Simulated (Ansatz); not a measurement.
The cell is COD entry 1011375, as deposited and not checked against the literature; nothing was relaxed.

K₂S: DFT, PBE, PAW with Ansatz's default frozen-core files, scalar-relativistic (Ansatz 0.2.0).

Command: `ansatz run input.yaml --threads 1 --pin off --max-ram 4096MiB --backend cpu --events-out ev --progress --plain --runs-dir out` The run took 16 s on 1 thread of Arm Neoverse V2 (shared host), peak memory 0.36 GiB.

```yaml
crystal:
  lattice:
    - [0.0, 3.6955, 3.6955]
    - [3.6955, 0.0, 3.6955]
    - [3.6955, 3.6955, 0.0]
  atoms:
    - { symbol: K, position: [0.25, 0.25, 0.25] }
    - { symbol: K, position: [0.75, 0.75, 0.75] }
    - { symbol: S, position: [0.0, 0.0, 0.0] }
kpoints:
  mp_grid: { grid: [7, 7, 7] }
  band_path:
    path:
      - [0.0, 0.0, 0.0]
      - [0.5, 0.0, 0.5]
      - [0.625, 0.25, 0.625]
      - [0.375, 0.375, 0.75]
      - [0.0, 0.0, 0.0]
      - [0.5, 0.5, 0.5]
      - [0.5, 0.25, 0.75]
      - [0.5, 0.0, 0.5]
    npoints: 14
scf:
  occupations: { method: fermi_dirac, width: 0.01 }
hamiltonian:
  xc: pbe
  pseudopotentials: { kind: paw }
output:
  forces: true
  stress: true
  eigenvalues: true
  efg: { contact_densities: true }
  populations: true
  bader: true
  dos: { projected: true, de: 0.2, e_range: [-14, 8] }
  write_density: true
  write_potential: true
  elf: true
  volumetric_format: npy
```

Output:

```
Engine: ansatz 0.2.0
Pseudopotentials: kind: paw
Pseudopotential: K, paw, valence charge 9, recommended cutoff 420 eV (normal)
Pseudopotential: S, paw, valence charge 6, recommended cutoff 420 eV (normal)
Functional definition: PBE
  parameter kappa = 0.804
  parameter beta = 0.06672455060314922
  exchange = pbe_x(kappa = kappa, mu = beta*pi^2/3)
  correlation = pbe_c(beta = beta)
Crystal: 3 atoms, lattice volume = 100.937 Å³
Basis set: ecut = 420 eV, 1989 PW (Γ), exchange–correlation on 72×72×72 points (8 copies of the dense FFT grid, shifted against one another)
Bands: 16, of which v1, the nominal top of the filled ones, is band 12 counted from 1 (11 counted from 0)
Symmetry: 48 space group operations
Space group: Fm-3m (ITA 225), of the structure as read, at distance tolerance 4.7e-5 Å
k-points: 20 of 343
Non-local potential: K, projectors of the file, l = 0: 3, l = 1: 2, l = 2: 2
Non-local potential: S, projectors of the file, l = 0: 2, l = 1: 2, l = 2: 2
PAW form: soft (Blöchl's): semilocal exchange-correlation on the pseudo side does not see the compensation charge
PAW one-centre angular grid: K, 110 points (default); XC on 64 Gauss nodes
PAW one-centre angular grid: S, 110 points (default); XC on 64 Gauss nodes
Initial density: superposition of atomic densities (neutral atoms: chi_scale 0, normalization atom), corrected by the library's trained network
Initial wavefunctions: pseudopotential atomic-orbital guess
Functional: x = pbe(κ = 0.804, μ = 0.2195149727645171), c = pbe(β = 0.06672455060314922)
SCF iter   1: F=—  HF=-3980.855581 eV  |F-HF|=—  |Δ(HF+E_count)|=         —  Δρ=6.15e-4  dr2=8.08e-4  ethr=1.77e-3  ⟨swp⟩=6.3  Hψ=1853  notcnv=0
preconditioner: auto → none  [insulator: Δε(μ)=2.418 eV  Ē_g=14.046 eV  σ=0.010 eV  W_gap=1.00  n_scr=14 (ndim 8)  ℏωp=16.5 eV  f_vac=0.137  D(μ)=0.00/eV (n_scr^D=0)  ε∞_Penn≈2.4]
SCF iter   2: F=—  HF=-3980.854461 eV  |F-HF|=—  |Δ(HF+E_count)|=   1.12e-3  Δρ=4.82e-4  dr2=3.92e-4  ethr=3.37e-6  ⟨swp⟩=2.5  Hψ=807  notcnv=0
SCF iter   3: F=—  HF=-3980.854370 eV  |F-HF|=—  |Δ(HF+E_count)|=   9.11e-5  Δρ=1.52e-4  dr2=2.05e-5  ethr=1.63e-6  ⟨swp⟩=2.0  Hψ=394  notcnv=0
SCF iter   4: F=—  HF=-3980.854366 eV  |F-HF|=—  |Δ(HF+E_count)|=   3.28e-6  Δρ=9.95e-5  dr2=1.19e-5  ethr=8.53e-8  ⟨swp⟩=2.8  Hψ=632  notcnv=0
SCF iter   5: F=—  HF=-3980.854364 eV  |F-HF|=—  |Δ(HF+E_count)|=   2.90e-6  Δρ=4.81e-5  dr2=2.72e-6  ethr=4.97e-8  ⟨swp⟩=2.1  Hψ=364  notcnv=0
SCF iter   6: F=—  HF=-3980.854363 eV  |F-HF|=—  |Δ(HF+E_count)|=   7.51e-7  Δρ=1.15e-5  dr2=1.43e-7  ethr=1.13e-8  ⟨swp⟩=2.0  Hψ=385  notcnv=0
SCF iter   7: F=-3980.854363 eV  HF=-3980.854363 eV  |F-HF|=1.95e-10  |Δ(HF+E_count)|=   3.39e-8  Δρ=5.51e-7  dr2=3.68e-10  ethr=4.17e-10  ⟨swp⟩=8.6  Hψ=1825  notcnv=0
SCF 1 converged in 7 iterations: F = -3980.854363 eV  dr2 = 3.68e-10
  greatest PAW one-centre occupation: 0.988 electrons in one spin orbital (limit 2), on the K atom at site 1 (counted from 0), in its partial waves of l = 0
NSCF: frozen V_eff on 99 k-points
SCF converged after 7 iterations
Free energy (F): -3980.854363 eV
Harris-Foulkes:  -3980.854363 eV  (|F-HF|=1.95e-10)
Internal energy: -3980.854363 eV  (E = F + TS)
E sigma→0 (E₀):  -3980.854363 eV
Fermi energy:    3.864112 eV
--- Per-component energies (eV) ---
  E_band       = -225.940185
  E_kinetic    = 616.114696
  E_local      = -1371.733788  (includes V_loc(G=0)·N_el)
  E_nonlocal   = 53.744331
  E_hartree    = 478.771827
  E_xc         = -368.704917
  E_vxc        = -418.849093  (∫ρ·V_xc dr)
  E_paw        = -2164.017186  (= ΣΔE_a)
  E_vpaw       = -62.759945  (= ΣTr[D̂ρ^β])
  E_aug_tail   = -0.000005  (compensation charges beyond the density's cutoff)
  E_ewald      = -1225.029321
  E_smearing   = -0.000000  (= −TS)
  E_closure    = -0.000000  (closes the sum)
  Σ components = -3980.854363   (vs F -3980.854363, Δ=0.00e0)
--- Forces (eV/Å), atoms counted from 1 ---
  atom   1  K      0.00000000     0.00000000    -0.00000000
  atom   2  K     -0.00000000    -0.00000000     0.00000000
  atom   3  S     -0.00000000     0.00000000     0.00000000
  max |Σ_I F_I| component: 9.25e-18 eV/Å
--- Stress (GPa, compression-positive) ---
        0.565199       0.000000      -0.000000
       -0.000000       0.565199      -0.000000
       -0.000000      -0.000000       0.565199
  P = ⅓ Tr σ = 0.5652 GPa (5.652 kbar)
--- PAW observables at the nuclei: V_zz in 10²¹ V/m², potentials from the cell's mean, atoms counted from 1 ---
  atom   1  K  V_zz =    -0.000000   η = 0.0000   by run symmetry: forbidden
            electrostatic potential = -2062.303996 V   contact ρ = 34768.486442 e/Å³
  atom   2  K  V_zz =    -0.000000   η = 0.0000   by run symmetry: forbidden
            electrostatic potential = -2062.303996 V   contact ρ = 34768.486442 e/Å³
  atom   3  S  V_zz =    +0.000000   η = 0.0000   by run symmetry: forbidden
            electrostatic potential = -1630.707181 V   contact ρ = 19765.344178 e/Å³
--- Band table (eV; the first three rows and the last of 20) ---
  k-point 0: bands = ["-26.5559", "-26.4718", "-10.1520", "-10.1520", "-10.1520", "-9.9109", "-9.9109", "-9.9109", "-6.9672", "2.4486", "2.4486", "2.4486", "5.0463", "8.1154", "8.1154", "10.1314"]
  k-point 1: bands = ["-26.5516", "-26.4758", "-10.1475", "-10.1417", "-10.1417", "-9.9438", "-9.9244", "-9.9244", "-6.9263", "2.3116", "2.4732", "2.4732", "5.4627", "8.1451", "8.1451", "9.6889"]
  k-point 2: bands = ["-26.5395", "-26.4870", "-10.1400", "-10.1118", "-10.1118", "-10.0116", "-9.9613", "-9.9613", "-6.8392", "2.1217", "2.5290", "2.5290", "6.3256", "8.2663", "8.2663", "8.9153"]
  k-point 19: bands = ["-26.5142", "-26.5107", "-10.3262", "-10.2279", "-10.0894", "-10.0074", "-9.8779", "-9.8555", "-6.7202", "2.2055", "2.3323", "2.6316", "6.4209", "8.2680", "8.6311", "9.2625"]
--- Löwdin populations: 3 sites ---
  site symbol       q [e]
     0      K      8.2974
     1      K      8.2974
     2      S      7.2494
  spilling = 0.006494 (of n_electrons = 24.000000)
--- Bader charges: 3 sites ---
  site symbol  charge [e]  shift [e]
     0      K      0.7557     0.0000
     1      K      0.7557     0.0000
     2      S     -1.5113     0.0000
  estimated error of the sums over rays = 9.6e-5 e
```

populations.tsv:

```
# site	symbol	l	j	q
# orbitals = lowdin
# n_electrons = 24.000000
# spilling = 0.006494
0	K	0_3S	-	1.980690
0	K	0_4S	-	0.331045
0	K	1_3P	-	5.985623
1	K	0_3S	-	1.980690
1	K	0_4S	-	0.331045
1	K	1_3P	-	5.985623
2	S	0_3S	-	1.835087
2	S	1_3P	-	5.414348
```

bader_charges.tsv:

```
# site	symbol	x_ang	y_ang	z_ang	partial_charge_e	electrons	volume_ang3	relative_density_drop	shared_charge_e	partial_wave_shift_e
# quadrature_error_electrons = 9.6e-5
0	K	1.8478	1.8478	1.8478	0.75565	18.24435	24.12	-	0.75565	0.00000
1	K	5.5433	5.5433	5.5433	0.75565	18.24435	24.12	-	0.75565	0.00000
2	S	0.0000	0.0000	0.0000	-1.51130	17.51130	46.43	-	-1.51130	0.00000
```
